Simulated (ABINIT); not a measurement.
# MnS (Fm-3m) in ABINIT: settings compared

One crystal, MnS, is run at these levels: PBE, LDA; tasks: single point.

Program: ABINIT 10.8.3 (patched build). These are calculated values, not measurements. Logs are shortened: lines on timing, memory, paths and dates and some standing lists are left out, and cuts for length are marked. The log counts tension as positive stress, the text compression.

## Step 1: The structure

The structure is cubic, space group Fm-3m (No. 225). The conventional cell has a = 5.209 Å, b = 5.209 Å, c = 5.209 Å, α = 90.00°, β = 90.00°, γ = 90.00°. Around Mn (site symmetry m-3m) lie 6 S at 2.60 Å. Around S (site symmetry m-3m) lie 6 Mn at 2.60 Å.

## Step 2: Single point, PBE, collinear spin, ferromagnetic start

run.abi

```
# Pseudopotentials
pp_dirpath "./"
pseudos "Mn.upf, S.upf"

# Structure
acell 6.9604645614 6.9604645614 6.9604645614
rprim
     0.0000000000     0.7071067812     0.7071067812
     0.7071067812     0.0000000000     0.7071067812
     0.7071067812     0.7071067812     0.0000000000
ntypat 2
znucl 25 16
natom 2
typat 1 2
xred
     0.0000000000     0.0000000000     0.0000000000
     0.5000000000     0.5000000000     0.5000000000

# Plane-wave basis
ecut 1659.894561 eV

# k points
kptopt 1
ngkpt 7 7 7
nshiftk 1
shiftk 0.0 0.0 0.0

# Exchange and correlation
ixc 11

# Bands and occupations
nband 16
occopt 3
tsmear 0.05 eV

# Spin
nsppol 2
spinat
     0.0000000000     0.0000000000     4.0000000000
     0.0000000000     0.0000000000     0.0000000000

# SCF cycle
nstep 100
tolvrs 1.0e-10

# Output
iomode 3
prtwf 0
prtden 0
prteig 0
prtebands 0
enunit 2
```

Potentials or basis: PseudoDojo NC SR PBE v0.5 stringent.

The run is started by

```bash
> mpirun --bind-to none -np 4 abinit run.abi > log 2>&1
```

run.abo:

```text
.Version 10.8.3 of ABINIT
 Symmetries : space group Fm -3 m (#225); Bravais cF (face-center cubic)
================================================================================
 Values of the parameters that define the memory need of the present run
     intxc =       0    ionmov =       0      iscf =       7    lmnmax =       6
     lnmax =       6     mgfft =      50  mpssoang =       3    mqgrid =    3001
     natom =       2  nloc_mem =       1    nspden =       2   nspinor =       1
    nsppol =       2      nsym =      48    n1xccc =    2501    ntypat =       2
    occopt =       3   xclevel =       2
       mpw =        5442          nfft =      125000          nkpt =          20
================================================================================
================================================================================

--------------------------------------------------------------------------------
------------- Echo of variables that govern the present computation ------------
--------------------------------------------------------------------------------
 -outvars: echo values of preprocessed input variables --------
            acell      6.9604645614E+00  6.9604645614E+00  6.9604645614E+00 Bohr
              amu      5.49380500E+01  3.20660000E+01
             ecut      6.10000000E+01 Hartree
           enunit           2
              ixc          11
         kptrlatt        7    0    0      0    7    0      0    0    7
          kptrlen      4.87232519E+01
            natom           2
            nband          16
            ngfft          50      50      50
             nkpt          20
           nspden           2
           nsppol           2
            nstep         100
             nsym          48
           ntypat           2
           occopt           3
           prtden           0
        prtebands           0
           prteig           0
            prtwf           0
            rprim      0.0000000000E+00  7.0710678120E-01  7.0710678120E-01
                       7.0710678120E-01  0.0000000000E+00  7.0710678120E-01
                       7.0710678120E-01  7.0710678120E-01  0.0000000000E+00
          spgroup         225
           spinat      0.0000000000E+00  0.0000000000E+00  4.0000000000E+00
                       0.0000000000E+00  0.0000000000E+00  0.0000000000E+00
           tolvrs      1.00000000E-10
           tsmear      1.83746611E-03 Hartree
            typat      1  2
           xangst      0.0000000000E+00  0.0000000000E+00  0.0000000000E+00
                       2.6044999983E+00  2.6044999983E+00  2.6044999983E+00
            xcart      0.0000000000E+00  0.0000000000E+00  0.0000000000E+00
                       4.9217916917E+00  4.9217916917E+00  4.9217916917E+00
             xred      0.0000000000E+00  0.0000000000E+00  0.0000000000E+00
                       5.0000000000E-01  5.0000000000E-01  5.0000000000E-01
            znucl       25.00000   16.00000

================================================================================

 chkinp: Checking input parameters for consistency.

================================================================================
== DATASET  1 ==================================================================

--- !DatasetInfo
iteration_state: {dtset: 1, }
dimensions: {natom: 2, nkpt: 20, mband: 16, nsppol: 2, nspinor: 1, nspden: 2, mpw: 5442, }
cutoff_energies: {ecut:  61.0, pawecutdg:  -1.0, }
electrons: {nelect:   2.10000000E+01, charge:   0.00000000E+00, occopt:   3.00000000E+00, tsmear:   1.83746611E-03, }
meta: {optdriver: 0, ionmov: 0, optcell: 0, iscf: 7, paral_kgb: 0, }
...

 Exchange-correlation functional for the present dataset will be:
  GGA: Perdew-Burke-Ernzerhof functional - ixc=11
  J.P.Perdew, K.Burke, M.Ernzerhof, PRL 77, 3865 (1996)

 Real(R)+Recip(G) space primitive vectors, cartesian coordinates (Bohr,Bohr^-1):
 R(1)=  0.0000000  4.9217917  4.9217917  G(1)= -0.1015890  0.1015890  0.1015890
 R(2)=  4.9217917  0.0000000  4.9217917  G(2)=  0.1015890 -0.1015890  0.1015890
 R(3)=  4.9217917  4.9217917  0.0000000  G(3)=  0.1015890  0.1015890 -0.1015890
 Unit cell volume ucvol=  2.3845129E+02 bohr^3
 Angles (23,13,12)=  6.00000000E+01  6.00000000E+01  6.00000000E+01 degrees

 getcut: wavevector=  0.0000  0.0000  0.0000  ngfft=  50  50  50
         ecut(hartree)=     61.000   => boxcut(ratio)=   2.04397

[... 61 lines left out ...]
- [  0.00000000E+00,   1.12930954E-04,   0.00000000E+00, ]
- [  0.00000000E+00,   0.00000000E+00,   1.12930954E-04, ]
pressure_GPa:  -3.3225E+00
xred      :
- [  0.0000E+00,   0.0000E+00,   0.0000E+00, Mn]
- [  5.0000E-01,   5.0000E-01,   5.0000E-01,  S]
cartesian_forces: # hartree/bohr
- [ -0.00000000E+00,  -0.00000000E+00,  -0.00000000E+00, ]
- [ -0.00000000E+00,  -0.00000000E+00,  -0.00000000E+00, ]
force_length_stats: {min:   0.00000000E+00, max:   0.00000000E+00, mean:   0.00000000E+00, }
...

 Integrated electronic and magnetization densities in atomic spheres:
 ------------------------------------------------------------------------------------------------------------
 Radius=ratsph(iatom), smearing ratsm=  0.0000. Diff(up-dn)=approximate z local magnetic moment.
    Atom    Radius    up_density   dn_density  Total(up+dn)  Diff(up-dn)
    1 Mn   2.00000     8.400894     4.362967     12.763861     4.037927
    2  S   2.00000     2.020570     1.896067      3.916637     0.124504
 ------------------------------------------------------------------------------------------------------------
  Sum:                10.421464     6.259034     16.680498     4.162430
 Total magnetization (from the atomic spheres):                4.162430
 Total magnetization (exact up - dn):                          4.697283

================================================================================

 ----iterations are completed or convergence reached----

 Mean square residual over all n,k,spin=   17.149E-08; max=  44.845E-06
 reduced coordinates (array xred) for    2 atoms
       0.000000000000      0.000000000000      0.000000000000
       0.500000000000      0.500000000000      0.500000000000
 rms dE/dt=  0.0000E+00; max dE/dt=  0.0000E+00; dE/dt below (all hartree)
    1       0.000000000000      0.000000000000      0.000000000000
    2       0.000000000000      0.000000000000      0.000000000000

 cartesian coordinates (angstrom) at end:
    1      0.00000000000000     0.00000000000000     0.00000000000000
    2      2.60449999827563     2.60449999827563     2.60449999827563

 cartesian forces (hartree/bohr) at end:
    1     -0.00000000000000    -0.00000000000000    -0.00000000000000
    2     -0.00000000000000    -0.00000000000000    -0.00000000000000
 frms,max,avg= 0.0000000E+00 0.0000000E+00   0.000E+00  0.000E+00  0.000E+00 h/b

 cartesian forces (eV/Angstrom) at end:
    1     -0.00000000000000    -0.00000000000000    -0.00000000000000
    2     -0.00000000000000    -0.00000000000000    -0.00000000000000
 frms,max,avg= 0.0000000E+00 0.0000000E+00   0.000E+00  0.000E+00  0.000E+00 e/A
 length scales=  6.960464561400  6.960464561400  6.960464561400 bohr
              =  3.683319220692  3.683319220692  3.683319220692 angstroms
 Fermi (or HOMO) energy (hartree) =   0.28581   Average Vxc (hartree)=  -0.39665
 Magnetization (Bohr magneton)=  4.69728282E+00
 Total spin up =  1.28486414E+01   Total spin down =  8.15135859E+00
 Eigenvalues (hartree) for nkpt=  20  k points, SPIN UP:
 kpt#   1, nband= 16, wtk=  0.00292, kpt=  0.0000  0.0000  0.0000 (reduced coord)
  -2.72681   -1.57805   -1.57805   -1.57805   -0.25254    0.15977    0.15977    0.15977
   0.16348    0.16348    0.21441    0.21441    0.21441    0.34625    0.59634    0.59634
      occupation numbers for kpt#   1
   1.00000    1.00000    1.00000    1.00000    1.00000    1.00000    1.00000    1.00000
   1.00000    1.00000    1.00000    1.00000    1.00000    0.00000    0.00000    0.00000
 prteigrs : prtvol=0 or 1, do not print more k-points.

 Eigenvalues (hartree) for nkpt=  20  k points, SPIN DOWN:
 kpt#   1, nband= 16, wtk=  0.00292, kpt=  0.0000  0.0000  0.0000 (reduced coord)
  -2.55709   -1.41171   -1.41171   -1.41171   -0.24175    0.22229    0.22229    0.22229
   0.29567    0.29567    0.29567    0.29746    0.29746    0.38383    0.63364    0.63364
      occupation numbers for kpt#   1
   1.00000    1.00000    1.00000    1.00000    1.00000    1.00000    1.00000    1.00000
   0.00465    0.00465    0.00465    0.00176    0.00176    0.00000    0.00000    0.00000
 prteigrs : prtvol=0 or 1, do not print more k-points.

 Fermi (or HOMO) energy (eV) =   7.77721   Average Vxc (eV)= -10.79332
 Eigenvalues (   eV  ) for nkpt=  20  k points, SPIN UP:
 kpt#   1, nband= 16, wtk=  0.00292, kpt=  0.0000  0.0000  0.0000 (reduced coord)
 -74.20022  -42.94101  -42.94101  -42.94101   -6.87203    4.34755    4.34755    4.34755
   4.44842    4.44842    5.83449    5.83449    5.83449    9.42203   16.22715   16.22715
 prteigrs : prtvol=0 or 1, do not print more k-points.

 Eigenvalues (   eV  ) for nkpt=  20  k points, SPIN DOWN:
 kpt#   1, nband= 16, wtk=  0.00292, kpt=  0.0000  0.0000  0.0000 (reduced coord)
 -69.58190  -38.41456  -38.41456  -38.41456   -6.57828    6.04875    6.04875    6.04875
   8.04555    8.04555    8.04555    8.09425    8.09425   10.44457   17.24209   17.24209
 prteigrs : prtvol=0 or 1, do not print more k-points.

--- !EnergyTerms
iteration_state     : {dtset: 1, }
comment             : Components of total free energy in Hartree
kinetic             :  5.53248487045013E+01
hartree             :  3.64439395938355E+01
xc                  : -2.19411771286810E+01
Ewald energy        : -7.07466410542133E+01
psp_core            :  2.00527806046924E+00
local_psp           : -1.18217360725366E+02
non_local_psp       : -3.53026223151929E+00
internal            : -1.20661374780973E+02
'-kT*entropy'       : -1.98967742026874E-04
total_energy        : -1.20661573748715E+02
total_energy_eV     : -3.28336868832421E+03
band_energy         : -1.29478575232005E+01
...

 Cartesian components of stress tensor (hartree/bohr^3)
  sigma(1 1)=  1.12930954E-04  sigma(3 2)=  0.00000000E+00
  sigma(2 2)=  1.12930954E-04  sigma(3 1)=  0.00000000E+00
  sigma(3 3)=  1.12930954E-04  sigma(2 1)=  0.00000000E+00

-Cartesian components of stress tensor (GPa)         [Pressure= -3.3225E+00 GPa]
- sigma(1 1)=  3.32254337E+00  sigma(3 2)=  0.00000000E+00
- sigma(2 2)=  3.32254337E+00  sigma(3 1)=  0.00000000E+00
- sigma(3 3)=  3.32254337E+00  sigma(2 1)=  0.00000000E+00

== END DATASET(S) ==============================================================
================================================================================

 -outvars: echo values of variables after computation  --------
            acell      6.9604645614E+00  6.9604645614E+00  6.9604645614E+00 Bohr
           etotal     -1.2066157375E+02
            fcart     -0.0000000000E+00 -0.0000000000E+00 -0.0000000000E+00
                      -0.0000000000E+00 -0.0000000000E+00 -0.0000000000E+00
            rprim      0.0000000000E+00  7.0710678120E-01  7.0710678120E-01
                       7.0710678120E-01  0.0000000000E+00  7.0710678120E-01
                       7.0710678120E-01  7.0710678120E-01  0.0000000000E+00
           strten      1.1293095366E-04  1.1293095366E-04  1.1293095366E-04
                       0.0000000000E+00  0.0000000000E+00  0.0000000000E+00
           xangst      0.0000000000E+00  0.0000000000E+00  0.0000000000E+00
                       2.6044999983E+00  2.6044999983E+00  2.6044999983E+00
             xred      0.0000000000E+00  0.0000000000E+00  0.0000000000E+00
                       5.0000000000E-01  5.0000000000E-01  5.0000000000E-01
 Calculation completed.
```

Run time: 46 s. Hardware: 4 MPI ranks of Arm Neoverse V2, shared host; peak memory 0.52 GiB.

Results:

| Property | Result |
| --- | --- |
| Free energy | -3283.3687 eV |
| Pressure | -3.3 GPa |
| Band gap on the k mesh | none (metal or under the smearing width) |
| Net moment | 4.70 μB per cell |
| Site moments | Mn +4.04; S +0.12 μB |
| Valence electrons inside the program's atomic spheres | Mn 12.76; S 3.92 |

Levels at points of the mesh, in eV from the Fermi level:
Spin up:
```csv
k point,band 10,band 11,band 12,band 13,band 14,band 15,band 16
"(0.00, 0.00, 0.00)",-3.33,-1.94,-1.94,-1.94,1.64,8.45,8.45
```
Spin down:
```csv
k point,band 5,band 6,band 7,band 8,band 9,band 10,band 11,band 12
"(0.00, 0.00, 0.00)",-14.36,-1.73,-1.73,-1.73,0.27,0.27,0.27,0.32
```

Caveat: a cell with one magnetic atom can't hold antiferromagnetic order, which such compounds often take; semilocal functionals often make such compounds metallic where correlation or magnetic order opens a gap, which also shifts bond lengths. With open d or f shells a metallic result of PBE can be an artefact of self-interaction; +U or a hybrid may open a gap.

(Continued in part 2 of 2.)
